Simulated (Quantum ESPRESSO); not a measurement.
HfN, 2 atoms in the cell. The structure is cubic, space group Fm-3m (No. 225). The conventional cell has a = 4.512 Å, b = 4.512 Å, c = 4.512 Å, α = 90.00°, β = 90.00°, γ = 90.00°. Hf (site symmetry m-3m) has 6 N at 2.26 Å as nearest neighbours. Around N (site symmetry m-3m) lie 6 Hf at 2.26 Å. 

| Item | Value |
| --- | --- |
| Program | Quantum ESPRESSO 7.5 |
| Task | phonons and electron-phonon coupling |
| Functional | PBE |
| Potentials or basis | GBRV 1.5 PBE |
| Cutoff | 612 eV |
| Density cutoff | 4898 eV |
| k mesh | 8 × 8 × 8 |
| Occupations | methfessel-paxton, width 0.272 eV |
| Spin | no spin polarisation |
| Mixing beta | 0.5 |
| Most SCF iterations | 120 |
| SCF threshold | 4e-10 Ry |
| q mesh | 4 × 4 × 4 |

Potentials or basis: GBRV 1.5 PBE.

Run with:

```console
$ OMP_NUM_THREADS=1 mpirun -n 4 pw.x -nk 4 -in pw.in > pw.out
$ OMP_NUM_THREADS=1 mpirun -n 4 pw.x -nk 4 -in relax.in > relax.out
$ OMP_NUM_THREADS=1 mpirun -n 4 pw.x -nk 4 -in scf2.in > scf2.out
$ OMP_NUM_THREADS=1 mpirun -n 4 pw.x -nk 4 -in dense.in > dense.out
$ OMP_NUM_THREADS=1 mpirun -n 4 pw.x -nk 4 -in scf3.in > scf3.out
$ OMP_NUM_THREADS=1 mpirun -n 4 ph.x -nk 4 -in ph.in > ph.out
$ OMP_NUM_THREADS=1 mpirun -n 1 q2r.x -in q2r.in > q2r.out
$ OMP_NUM_THREADS=1 mpirun -n 1 matdyn.x -in matdyn.in > matdyn.out
$ OMP_NUM_THREADS=1 mpirun -n 1 matdyn.x -in matdyn_dos.in > matdyn_dos.out
$ OMP_NUM_THREADS=1 mpirun -n 1 matdyn.x -in matdyn_a2f.in > matdyn_a2f.out
$ OMP_NUM_THREADS=1 mpirun -n 1 matdyn.x -in matdyn_mesh.in > matdyn_mesh.out
```

Hardware: 4 MPI ranks on Arm Neoverse V2, on a shared host.

Question: How long does it take, and how much memory?

Answer: Run time: 13 min on 4 MPI ranks on Arm Neoverse V2, with other jobs on the host, peak memory 0.44 GiB a rank. Counts: scf iterations 66, k pools 4, bands 15, ion steps 4, k points 29, g dense 17933.
